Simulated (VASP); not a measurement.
# Si under changes of volume

One of the cells (19.702 Å³/atom); the others are scaled copies at fixed shape and fractional positions:

```
Si
1.0
     3.80413    0.00000    0.00000
    -1.90207    3.29447    0.00000
     0.00000    0.00000    6.28810
Si
4
Cartesian
  1.9021 1.0982 5.8920
  0.0000 2.1963 2.7480
  1.9021 1.0982 3.5401
  0.0000 2.1963 0.3961
```

This isn't the form of Si at room conditions, which is diamond.

- Program: VASP 6.6.1
- Functional: LDA
- Potentials or basis: VASP PAW LDA potentials, release 64 (Si)
- Cutoff: 520 eV
- k mesh: 8 × 8 × 4
- Occupations: gaussian, width 0.02 eV
- Spin: no spin polarisation

```csv
volume (Å³/atom),energy over the lowest point (meV/atom),pressure (GPa),gap on the mesh (eV),largest force (eV/Å)
18.914,10.14,4.3,0.18,0.015
19.308,2.43,2.0,0.22,0.006
19.702,0.00,0.0,0.27,0.003
20.096,?,?,?,?
20.490,8.96,-3.5,0.35,0.018
```

**Question.** What does the run at 20.096 Å³/atom give?

**Answer.** Energy over the lowest point 2.34 meV/atom; pressure -1.9 GPa; gap on the mesh 0.31 eV; largest force 0.011 eV/Å.

Worked out: A Birch-Murnaghan fit of order 2 (a polynomial in V^(-2/3)) to the other rows has its minimum at 19.70 Å³/atom with B0 = V·E''(V) = 97 GPa at fixed shape and positions, which overstates the stiffness. It gives 2.32 meV/atom at 20.096 Å³/atom, against the run's 2.34, and -dE/dV = -1.9 GPa, against -1.9. A straight line through the other rows of the gap, of slope 2.15 eV per unit of ln V, gives 0.31 eV, against the run's 0.31.

Energies are extrapolated to zero smearing.

A mesh can miss the band edges.
